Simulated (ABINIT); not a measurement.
The system is TiB2.

```
CELL_PARAMETERS angstrom
3.02920 0.00000 0.00000
-1.51460 2.62336 0.00000
0.00000 0.00000 3.22840
ATOMIC_POSITIONS crystal
Ti 0.00000 0.00000 0.00000
B 0.66667 0.33333 0.50000
B 0.33333 0.66667 0.50000
```

Program: ABINIT 10.8.3 (patched build). Alike in all runs: no spin polarisation; cell as given; smearing fermi-dirac 0.05 eV.

Problem. Order these runs on this cell by their pressure, lowest first.
A. level revPBE; potentials or basis JTH PAW PBE v2.0; k mesh 10 × 10 × 8; cutoff (eV) 408; fine-grid cutoff 816.342 eV; mesh quality not flagged
B. level PBE; potentials or basis JTH PAW PBE v2.0; k mesh 10 × 10 × 8; cutoff (eV) 408; fine-grid cutoff 816.342 eV; mesh quality not flagged
C. level LDA; potentials or basis JTH PAW LDA v2.0; k mesh 6 × 6 × 5; cutoff (eV) 408; fine-grid cutoff 816.342 eV; mesh quality coarse
D. level BLYP; potentials or basis JTH PAW PBE v2.0; k mesh 10 × 10 × 8; cutoff (eV) 408; fine-grid cutoff 816.342 eV; mesh quality not flagged
E. level PBEsol; potentials or basis PseudoDojo NC SR PBEsol v0.4.1 standard; k mesh 10 × 10 × 8; cutoff (eV) 1143; mesh quality not flagged

Solution. C (-10.5 GPa), E (-4.7 GPa), B (0.8 GPa), A (4.1 GPa), D (7.1 GPa).

Caveats: some runs use coarse meshes; the atomic spheres overlap (some runs); the PAW data sets were made with another functional, which shifts forces and pressure a little (some runs).
